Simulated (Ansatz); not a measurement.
# ZnSe: the cost of one run

Method: DFT r²SCAN, frozen-core PAW, scalar-relativistic unless said, in Ansatz 0.2.0.

### Step 1. The starting structure

It takes space group F-43m (No. 216, cubic). The conventional cell has a = 5.668 Å, b = 5.668 Å, c = 5.668 Å, α = 90.00°, β = 90.00°, γ = 90.00°. Zn (site symmetry -43m) has 4 Se at 2.45 Å as nearest neighbours. Se (site symmetry -43m) is surrounded by 4 Zn at 2.45 Å.

As a file:

```cif
data_structure
_symmetry_space_group_name_H-M 'F-43m'
_symmetry_Int_Tables_number 216
_cell_length_a 5.6676
_cell_length_b 5.6676
_cell_length_c 5.6676
_cell_angle_alpha 90.000
_cell_angle_beta 90.000
_cell_angle_gamma 90.000
_cell_volume 182.05
loop_
_atom_site_label
_atom_site_type_symbol
_atom_site_symmetry_multiplicity
_atom_site_Wyckoff_symbol
_atom_site_fract_x
_atom_site_fract_y
_atom_site_fract_z
_atom_site_occupancy
Zn1 Zn 4 a 0.00000 0.00000 0.00000 1
Se1 Se 4 d 0.75000 0.25000 0.25000 1
```

Cartesian axes are those of the input's lattice vectors. The structure goes back to a database entry.

### Step 2. Cell and atoms relaxed, PAW

Input file input.yaml:

```yaml
crystal:
  lattice:
    - [2.8338, 2.8338, 0.0]
    - [-2.8338, 2.8338, 0.0]
    - [0.0, 2.8338, 2.8338]
  atoms:
    - { symbol: Zn, position: [0.0, 0.0, 0.0] }
    - { symbol: Se, position: [0.75, 0.25, 0.5] }
kpoints:
  mp_grid: { grid: [12, 12, 12] }
scf:
  occupations: { method: fermi_dirac, width: 0.05 }
hamiltonian:
  xc: r2scan
  pseudopotentials: { kind: paw }
relax:
  f_tol: 0.002
  max_steps: 80
  cell: {}
output:
  forces: true
  stress: true
```

The run is started by

```bash
ansatz run input.yaml --threads 1 --pin off --max-ram 3072MiB --backend cpu --events-out ev --progress --plain --runs-dir out
```

What time and memory should one allow on 1 thread of Intel Xeon 6975P-C (Granite Rapids), shared host?

About 23 s, with a peak of 0.57 GiB.
